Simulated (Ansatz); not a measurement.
# TiO2: starts and ends of a spin-polarised SCF, part 2 of 2

How much does the result for TiO2 depend on the starting moments? The same cell is run from several starts. We look at TiO2: its deposited structure (space group I4_1/amd), with 6 atoms per cell. Source: COD entry 9009086.

Ansatz 0.2.0; DFT PBE, PAW, plane waves, scalar-relativistic.

## (4) No spin polarisation

Input file input.yaml:

```yaml
crystal:
  lattice:
    - [-1.8925, 1.8925, 4.757]
    - [1.8925, -1.8925, 4.757]
    - [1.8925, 1.8925, -4.757]
  atoms:
    - { symbol: Ti, position: [0.0, 0.0, 0.0] }
    - { symbol: Ti, position: [0.75, 0.25, 0.5] }
    - { symbol: O, position: [0.2066, 0.2066, 0.0] }
    - { symbol: O, position: [0.9566, 0.4566, 0.5] }
    - { symbol: O, position: [0.5434, 0.0434, 0.5] }
    - { symbol: O, position: [0.7934, 0.7934, 0.0] }
hamiltonian:
  xc: pbe
  pseudopotentials: { kind: paw }
basis:
  ecutwfc: 420
kpoints:
  mp_grid: { grid: [5, 5, 7] }
scf:
  occupations: { method: fermi_dirac, width: 0.03 }
  lower_state_search: "off"
output:
  forces: true
  stress: true
```

Command:

```bash
$ ansatz run input.yaml --threads 2 --pin off --max-ram 5120MiB --backend cpu --events-out ev --progress --plain --runs-dir out
```

What it wrote, cut to the lines that bear on the results:

```text
[... 13 lines as in an earlier run ...]
Bands: 30, of which v1, the nominal top of the filled ones, is band 24 counted from 1 (23 counted from 0)
[... 7 lines as in an earlier run ...]
[...]
[... 2 lines as in an earlier run ...]
SCF iter   1: F=—  HF=-7277.457460 eV  |F-HF|=—  |Δ(HF+E_count)|=         —  Δρ=3.52e-3  dr2=3.24e-3  ethr=1.77e-3  ⟨swp⟩=5.5  Hψ=6704  notcnv=0
[...]
SCF iter   7: F=-7277.459101 eV  HF=-7277.459101 eV  |F-HF|=9.86e-10  |Δ(HF+E_count)|=   8.10e-8  Δρ=1.77e-6  dr2=6.11e-10  ethr=5.93e-11  ⟨swp⟩=1.9  Hψ=5653  notcnv=0
[...]
SCF converged after 7 iterations
Free energy (F): -7277.459101 eV
[...]
E sigma→0 (E₀):  -7277.459101 eV
Fermi energy:    8.398924 eV
[... 28 lines left out: energy terms, forces, stress ...]
```

It took 3.3 s on 2 threads of Arm Neoverse V1, shared host; peak memory 0.38 GiB.

This is the state of step 2 again (non-magnetic), after 7 iterations.

## (5) Spin on, no moments given (the program may seed its own), plain SCF

Changes to input.yaml since step 4:

```diff
@@ -25 +25,7 @@
   stress: true
+  write_density: true
+  write_potential: true
+  elf: true
+  volumetric_format: npy
+magnetization:
+  spin_polarized: true
```

Command:

```bash
$ ansatz run input.yaml --threads 2 --pin off --max-ram 5120MiB --backend cpu --events-out ev --progress --plain --runs-dir out
```

What it wrote, cut to the lines that bear on the results:

```text
[... 1 line as in an earlier run ...]
band count auto-derived: 32 (N_el = 48.0; filled up to band 24; 30 by the electrons, moments and atoms)
[... 11 lines as in an earlier run ...]
Bands: 32, of which v1, the nominal top of the filled ones, is band 24 counted from 1 (23 counted from 0)
[... 10 lines as in an earlier run ...]
SCF iter   1: F=—  HF=-7278.009542 eV  |F-HF|=—  |Δ(HF+E_count)|=         —  Δρ=3.23e-2 (↑3.23e-2 ↓3.23e-2)  dr2=3.05e0  dr2_m=0.00e0  M=0.000 μB ∫|m|=0.000 μB  β_m=0.30  ethr=3.10e-3  ⟨swp⟩=6.2  Hψ=7015  notcnv=0
[...]
SCF iter  12: F=-7277.459101 eV  HF=-7277.459101 eV  |F-HF|=1.93e-10  |Δ(HF+E_count)|=   3.33e-8  Δρ=7.44e-7 (↑7.44e-7 ↓7.44e-7)  dr2=1.09e-9  dr2_m=0.00e0  M=0.000 μB ∫|m|=0.000 μB  ethr=4.18e-11  ⟨swp⟩=5.0  Hψ=8885  notcnv=0
[...]
SCF converged after 12 iterations
an eigenvalue changed by more than its tolerance at an iteration that met the thresholds in force, so the SCF went on 1 time: the last check found none over its tolerance
Magnetization: 0.0000 μB (24.0000 up, 24.0000 down)
Absolute magnetization: 0.0000 μB (∫|ρ↑−ρ↓|)
Spin contamination: 0.0000 ħ² per cell (⟨S²⟩ above its minimum at these occupations)
Per-site moments (μB) at R_I (Å): [(0.0, 0.7990210114819828), (0.0, 0.7990210114819828), (0.0, 0.7990210114819828), (0.0, 0.7990210114819828), (0.0, 0.7990210114819828), (0.0, 0.7990210114819828)]
Free energy (F): -7277.459101 eV
[...]
E sigma→0 (E₀):  -7277.459101 eV
Fermi energy:    8.398913 eV
[... 33 lines left out: energy terms, forces, stress, bands ...]
```

Wall time 10 s (2 threads of Arm Neoverse V1, shared host); peak memory 0.49 GiB.

This is the state of step 2 again (non-magnetic), after 12 iterations.

## (6) Parallel moments scaled by 1.5, plain SCF

Changes to input.yaml since step 5:

```diff
@@ -6,4 +6,4 @@
   atoms:
-    - { symbol: Ti, position: [0.0, 0.0, 0.0] }
-    - { symbol: Ti, position: [0.75, 0.25, 0.5] }
+    - { symbol: Ti, position: [0.0, 0.0, 0.0], spin: 1.5 }
+    - { symbol: Ti, position: [0.75, 0.25, 0.5], spin: 1.5 }
     - { symbol: O, position: [0.2066, 0.2066, 0.0] }
@@ -12,2 +12,4 @@
     - { symbol: O, position: [0.7934, 0.7934, 0.0] }
+magnetization:
+  spin_polarized: true
 hamiltonian:
@@ -25,7 +27 @@
   stress: true
-  write_density: true
-  write_potential: true
-  elf: true
-  volumetric_format: npy
-magnetization:
-  spin_polarized: true
```

Command:

```bash
$ ansatz run input.yaml --threads 2 --pin off --max-ram 5120MiB --backend cpu --events-out ev --progress --plain --runs-dir out
```

What it wrote, cut to the lines that bear on the results:

```text
[... 22 lines as in an earlier run ...]
Starting moments: Σ|m| = 3 μB on 2 of 6 sites
[... 2 lines as in an earlier run ...]
SCF iter   1: F=—  HF=-7277.160959 eV  |F-HF|=—  |Δ(HF+E_count)|=         —  Δρ=7.41e-2 (↑7.15e-2 ↓7.41e-2)  dr2=3.02e0  dr2_m=2.66e0  M=0.000 μB ∫|m|=0.662 μB  β_m=0.30  ethr=3.10e-3  ⟨swp⟩=6.2  Hψ=13813  notcnv=0
[...]
spin-set hold released at iteration 8 (site moments contracting): the magnetisation degrees of freedom join the quasi-Newton model from the next iteration; the mixer history was flushed
[...]
SCF iter  16: F=-7277.459101 eV  HF=-7277.459101 eV  |F-HF|=6.18e-11  |Δ(HF+E_count)|=   2.76e-9  Δρ=4.06e-7 (↑3.64e-7 ↓4.06e-7)  dr2=1.90e-10  dr2_m=4.51e-12  M=0.000 μB ∫|m|=0.000 μB  ethr=1.22e-11  ⟨swp⟩=1.2  Hψ=8898  notcnv=0
WARN: the starting moments were not kept: the SCF closed with an absolute magnetisation of 1.4e-6 μB, where they sum to 3 μB in size (2 sites). That is at most 0.1 of that sum. Measured as dr2_m measures the in/out step, that magnetisation stands 3.4e-13 eV from none, at or under the [...]
SCF converged after 16 iterations
Magnetization: 0.0000 μB (24.0000 up, 24.0000 down)
Absolute magnetization: 0.0000 μB (∫|ρ↑−ρ↓|, with the PAW one-centre terms)
Spin contamination: 0.0000 ħ² per cell (⟨S²⟩ above its minimum at these occupations)
Per-site moments (μB) at R_I (Å): [(-4.973459738936798e-9, 0.7990210114819828), (-4.97345966186199e-9, 0.7990210114819828), (-9.960193347227916e-8, 0.7990210114819828), (-9.960193355517695e-8, 0.7990210114819828), (-9.960193351082624e-8, 0.7990210114819828), (-9.960193342854953e-8, [...]
Free energy (F): -7277.459101 eV
[...]
E sigma→0 (E₀):  -7277.459101 eV
Fermi energy:    8.398922 eV
[... 28 lines left out: energy terms, forces, stress ...]
```

Run time: 13 s. Hardware: 2 threads of Arm Neoverse V1, shared host; peak memory 0.45 GiB.

This is the state of step 2 again (non-magnetic), after 16 iterations.

## (7) Comparing the starts

```
step  iterations  state  moments of Ti1 Ti2 (μB)  total (μB)  gap (eV)  pressure (GPa)  above lowest (meV/atom)
   2          15      1                0.00 0.00        0.00      2.17             5.9                      0.0
   3          17      1                0.00 0.00        0.00      2.17             5.9                      0.0
   4           7      1                0.00 0.00        0.00      2.17             5.9                      0.0
   5          12      1                0.00 0.00        0.00      2.17             5.9                      0.0
   6          16      1                0.00 0.00        0.00      2.17             5.9                      0.0
```

States are numbered from the lowest. Starts by step: 2 parallel moments, plain SCF; 3 opposed moments +-, plain SCF; 4 no spin polarisation; 5 spin on, no moments given (the program may seed its own), plain SCF; 6 parallel moments scaled by 1.5, plain SCF.

The 5 runs of this session took 67 s in all, from 3.3 s to 23 s each.

Decimal logarithm of the largest residual (eV) by iteration, counted through all cycles of a run:

| iteration | step 2 | step 3 | step 4 | step 5 | step 6 |
| --- | --- | --- | --- | --- | --- |
| 1 | 0.5 | 0.5 | -2.5 | 0.5 | 0.5 |
| 2 | -0.1 | -0.1 | -2.5 | 0.4 | 0.1 |
| 3 | -0.5 | -0.5 | -3.1 | -0.1 | -0.1 |
| 4 | -0.7 | -0.7 | -3.9 | -0.5 | -0.4 |
| 5 | -1.0 | -1.0 | -5.3 | -0.9 | -0.7 |
| 7 | -1.5 | -1.5 | -9.2 | -1.7 | -1.2 |
| 8 | -1.8 | -1.8 | - | -2.7 | -1.4 |
| 10 | -4.0 | -4.8 | - | -6.2 | -3.6 |
| 11 | -3.5 | -3.8 | - | -7.7 | -3.2 |
| 13 | -7.3 | -5.5 | - | - | -4.8 |
| 14 | -8.5 | -7.8 | - | - | -6.4 |
| 16 | - | -8.5 | - | - | -9.7 |
| 17 | - | -9.7 | - | - | - |

## (8) Results

This closing draws on all 2 parts.

```
         quantity                    value
  distinct states  1 from 5 converged runs
     lowest state             non-magnetic
     total moment         0.00 μB per cell
gap on the k-mesh                  2.17 eV
         pressure                  5.9 GPa
    largest force               0.336 eV/Å
```

In words: 5 runs converged, all to one state. Spin polarisation gains nothing here: every starting moment dies out; orders that need a larger cell weren't tried. These are lowest states among those tried, not proven ground states. The mesh has less symmetry than the lattice, which lowers the symmetry of the run.

These are semilocal Kohn-Sham gaps, which aren't the measured quantity. Such gaps usually fall short of the measured ones.
